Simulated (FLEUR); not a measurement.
BaTiO3:

```
CELL_PARAMETERS angstrom
3.99980 0.00000 0.00000
0.00000 3.99980 0.00000
0.00000 0.00000 4.01800
ATOMIC_POSITIONS crystal
Ba 0.00000 0.00000 0.00000
Ti 0.50000 0.50000 0.49000
O 0.00000 0.50000 0.51700
O 0.50000 0.00000 0.51700
O 0.50000 0.50000 0.01900
```

| Property | Result |
| --- | --- |
| Program | FLEUR MaX-R8.1 (later development tree) |
| Task | single point |
| Functional | PBEsol |
| Potentials or basis | all-electron |
| Basis | FLAPW |
| Kmax | 5.33 1/bohr |
| k mesh | 7 × 7 × 7 |
| Occupations | fermi-dirac, width 0.05 eV |
| Spin | no spin polarisation |
| Gmax | 16.5 1/bohr |
| Muffin-tin radii | Ba 2.53, Ti 1.84, O 1.41 bohr |
| lmax | Ba 10, Ti 8, O 8 |
| lnonsphr | Ba 10, Ti 8, O 8 |
| Local orbitals a species | Ba 6, Ti 5, O 3 |
| Max iterations | 60 |
| Mixing factor | 0.05 |
| Mixer | Anderson |
| Mixer history | 15 |

On this cell: largest force 0.356 eV/Å; band gap on the k mesh 1.88 eV, indirect (least direct gap 2.04 eV).

The same run follows on a disturbed copy (atoms moved at random, drawn with an rms of 0.05 Å):

```
Ba Ti O
1.0
     3.99980    0.00000    0.00000
     0.00000    3.99980    0.00000
     0.00000    0.00000    4.01800
Ba Ti O
1 1 3
Direct
  0.99009 0.01538 0.99613
  0.49689 0.50035 0.49338
  0.99631 0.50045 0.51255
  0.51343 0.00046 0.52163
  0.50648 0.49304 0.02463
```

Problem. What does the disturbed cell give?

Solution. The energy moves by +7.1 meV/atom; largest force 0.461 eV/Å; band gap on the k mesh 1.90 eV, indirect (least direct gap 2.05 eV).

Forces in eV/Å, atoms in the order of the input:
```
Ba   0.217 -0.357  0.196
Ti   0.006  0.165 -0.319
O    0.436  0.045  0.081
O   -0.396 -0.044 -0.101
O   -0.263  0.189  0.144
```

Caveats: spin-orbit coupling is left out, which moves the levels of the heavy elements; an odd mesh through Γ misses points on the zone boundary, where band edges often lie.
